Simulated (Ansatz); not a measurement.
# GdN: the cost of one run

Computed with Ansatz 0.2.0 (DFT PBE, scalar-relativistic, plane waves, PAW, unless a step's input says otherwise).

1 further run of the same task is left out (set aside as unsound or not needed).

**1. The starting structure**

It takes space group P6_3/mmc (No. 194, hexagonal). The conventional cell has a = 4.082 Å, b = 4.082 Å, c = 5.015 Å, α = 90.00°, β = 90.00°, γ = 120.00°. Gd (site symmetry -6m2) has 5 N at 2.36 to 2.51 Å as nearest neighbours. Around N (site symmetry -6m2) lie 5 Gd at 2.36 to 2.51 Å.

As a file:

```xyz
4
Lattice="4.0816 0.0000 0.0000 -2.0408 3.5347 0.0000 0.0000 0.0000 5.0146" Properties=species:S:1:pos:R:3 pbc="T T T"
Gd    2.0408    1.1782    2.5073
Gd    0.0000    2.3565    0.0000
N     2.0408    1.1782    0.0000
N     0.0000    2.3565    2.5073
```

The start is the relaxed end of an invented cell (made as: species swapped into a database cell of MgO (P6_3/mmc, No. 194)), taken up again for a closer look.

**2. A first look at the guess**

input.yaml reads:

```yaml
crystal:
  lattice:
    - [4.0815517, 0.0, 0.0]
    - [-2.0407759, 3.5347275, 0.0]
    - [0.0, 0.0, 5.0146151]
  atoms:
    - { symbol: Gd, position: [0.6666667, 0.3333333, 0.5], spin: 7.48 }
    - { symbol: Gd, position: [0.3333333, 0.6666667, 0.0], spin: -7.48 }
    - { symbol: "N", position: [0.6666667, 0.3333333, 0.0] }
    - { symbol: "N", position: [0.3333333, 0.6666667, 0.5] }
basis:
  ecutwfc: 420
kpoints:
  mp_grid: { grid: [6, 6, 4] }
hamiltonian:
  xc: pbe
scf:
  occupations: { method: gaussian, width: 0.1 }
  lower_state_search: "off"
output:
  forces: true
  stress: true
  eigenvalues: true
  populations: true
magnetization:
  spin_polarized: true
```

The run is started by

```bash
$ ansatz run input.yaml --threads 4 --pin off --max-ram 8192MiB --backend cpu --events-out ev --progress --plain --runs-dir out
```

Q: Estimate wall time and peak memory on 4 threads of Arm Neoverse V2, shared host.

About 4.1 s, with a peak of 0.42 GiB.
